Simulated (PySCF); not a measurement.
Spectra and structures to be paired. Method used: TDDFT CAM-B3LYP/def2-SVPD, vertical, gas phase, core orbitals frozen in the response (PySCF 2.14.0, density-fitted response routines). Geometries: PBE0-D3(BJ)/def2-SVP; one conformer of each isolated species. Triplets are in the Tamm–Dancoff approximation. Atoms past krypton carry core potentials; spin–orbit coupling is left out.

A. `C#CCC(F)F`
B. `Cl/C=C1C=C/1Cl`
C. `CC(C)(C)[P@](C)(P)=S`
D. `CC(=O)[O][SnH]([CH3])[CH3]`
E. `C(C)OCC`

Lowest singlet levels (six at most, fewer where fewer were computed) with oscillator strengths:

1. 173 nm (f 0.029); 156 nm (f 0.000); 151 nm (f 0.039); 149 nm (f 0.071); 141 nm (f 0.001); 138 nm (f 0.015); T1 6.96 eV
2. 245 nm (f 0.106); 245 nm (f 0.015); 215 nm (f 0.001); 212 nm (f 0.047); 204 nm (f 0.046); 203 nm (f 0.032); T1 4.21 eV
3. 191 nm (f 0.000); 183 nm (f 0.002); 181 nm (f 0.000); 159 nm (f 0.032); 157 nm (f 0.056); 143 nm (f 0.009); T1 5.34 eV
4. 283 nm (f 0.026); 236 nm (f 0.000); 209 nm (f 0.000); 199 nm (f 0.000); 189 nm (f 0.000); 187 nm (f 0.003); T1 3.29 eV
5. 205 nm (f 0.000); 179 nm (f 0.017); 172 nm (f 0.033); 168 nm (f 0.025); 164 nm (f 0.030); 161 nm (f 0.136); T1 5.61 eV

**Question.** Which spectrum belongs to which structure?

**Answer.** 1 = E, 2 = C, 3 = A, 4 = B, 5 = D.
- A: S1 at 6.48 eV, HOMO→LUMO+1 (56%), HOMO→LUMO (17%), HOMO-1→LUMO+2 (12%); Löwdin shares by element: HOMO carbon 90% or more, hydrogen 4% or more; LUMO carbon 65% (atoms not listed hold the other 35%); HOMO -9.59 and LUMO 1.22 eV.
- B: S1 at 4.38 eV, HOMO→LUMO (98%); Löwdin shares by element: HOMO carbon 62% or more, chlorine 23% or more (atoms not listed hold the other 15%); LUMO carbon 70% or more, chlorine 13% or more, hydrogen 9% or more; HOMO -7.45 and LUMO 0.04 eV; point group Cs, 4 of its 6 listed states under f = 0.0005.
- C: S1 at 5.05 eV, HOMO→LUMO (81%), HOMO-1→LUMO (10%); Löwdin shares by element: HOMO sulfur 66%, phosphorus 27%; LUMO phosphorus 58%, sulfur 14%, hydrogen 6% or more (atoms not listed hold the other 21%); HOMO -7.39 and LUMO 0.56 eV.
- D: S1 at 6.06 eV, HOMO→LUMO+4 (41%), HOMO→LUMO+3 (24%), HOMO-1→LUMO+4 (12%); Löwdin shares by element: HOMO oxygen 47% or more, carbon 19% or more, tin 9% (atoms not listed hold the other 26%); LUMO tin 45%, carbon 18% or more, hydrogen 7% or more (atoms not listed hold the other 29%); HOMO -9.15 and LUMO 0.72 eV.
- E: S1 at 7.15 eV, HOMO→LUMO (90%); Löwdin shares by element: HOMO oxygen 56%, carbon 21% or more, hydrogen 5% or more (atoms not listed hold the other 18%); LUMO carbon 52% (atoms not listed hold the other 48%); HOMO -8.82 and LUMO 1.45 eV; point group C2v, 1 of its 6 listed states under f = 0.0005.
